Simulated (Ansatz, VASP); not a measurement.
**GaSb3: VASP beside Ansatz**

File INCAR:

```
SYSTEM = GaSb3
ALGO = Normal ; EDIFF = 1E-6
ENCUT = 520 ; ISIF = 2
ISMEAR = 0 ; LASPH = .TRUE.
LCHARG = .FALSE. ; LREAL = .FALSE.
LWAVE = .FALSE. ; NBANDS = 22
NELM = 80 ; PREC = Accurate
SIGMA = 0.15
```

File KPOINTS:

```
k-points
0
G
  10 10 10
  0 0 0
```

POSCAR

```
GaSb3
1.0
    0.0000000000      3.4298134614      3.7162028854
    3.4298134614      0.0000000000      3.7162028854
    3.4298134614      3.4298134614      0.0000000000
Ga Sb
1 3
Direct
    0.0000000000      0.0000000000      0.0000000000
    0.2500000000      0.2500000000      0.2500000000
    0.7500000000      0.7500000000      0.7500000000
    0.5000000000      0.5000000000      0.5000000000
```

Input for Ansatz:

```yaml
crystal:
  lattice:
    - [0.0, 3.4298134614, 3.7162028854]
    - [3.4298134614, 0.0, 3.7162028854]
    - [3.4298134614, 3.4298134614, 0.0]
  atoms:
    - { symbol: Ga, position: [0.0, 0.0, 0.0] }
    - { symbol: Sb, position: [0.25, 0.25, 0.25] }
    - { symbol: Sb, position: [0.75, 0.75, 0.75] }
    - { symbol: Sb, position: [0.5, 0.5, 0.5] }
basis:
  ecutwfc: 420
kpoints:
  mp_grid: { grid: [10, 10, 10] }
hamiltonian:
  xc: lda
  pseudopotentials: { kind: paw, azcp: { folder: soft_1 } }
scf:
  occupations: { method: gaussian, width: 0.15 }
output:
  forces: true
  stress: true
  eigenvalues: true
```

Alike in both runs: task single point; functional LDA; k mesh 10 × 10 × 10; occupations gaussian, width 0.15 eV; no spin polarisation.

```csv
,VASP,Ansatz
version,VASP 6.6.1,Ansatz 0.2.0
potentials or method,"VASP PAW LDA potentials, release 64 (Ga_d, Sb)","scalar-relativistic, plane waves, PAW"
plane-wave cutoff (eV),520,420
valence electrons in the cell,28,58
```

Ansatz gave:

```
gap on the k mesh at the Fermi level (eV)       : none
pressure (GPa)                                  : 7.2
largest component of the traceless stress (GPa) : 2.58
```

Problem. Which values does VASP return?

Solution. gap on the k mesh at the Fermi level (eV): none; pressure (GPa): 7.5; largest component of the traceless stress (GPa): 2.64.

A gap of «none» marks a metal or a gap that the smearing closes. The two sets of potentials don't hold the same shells in valence. Ansatz warned: «pseudo_functional_mismatch».

Spin-orbit coupling is left out, which matters for the levels of Sb.
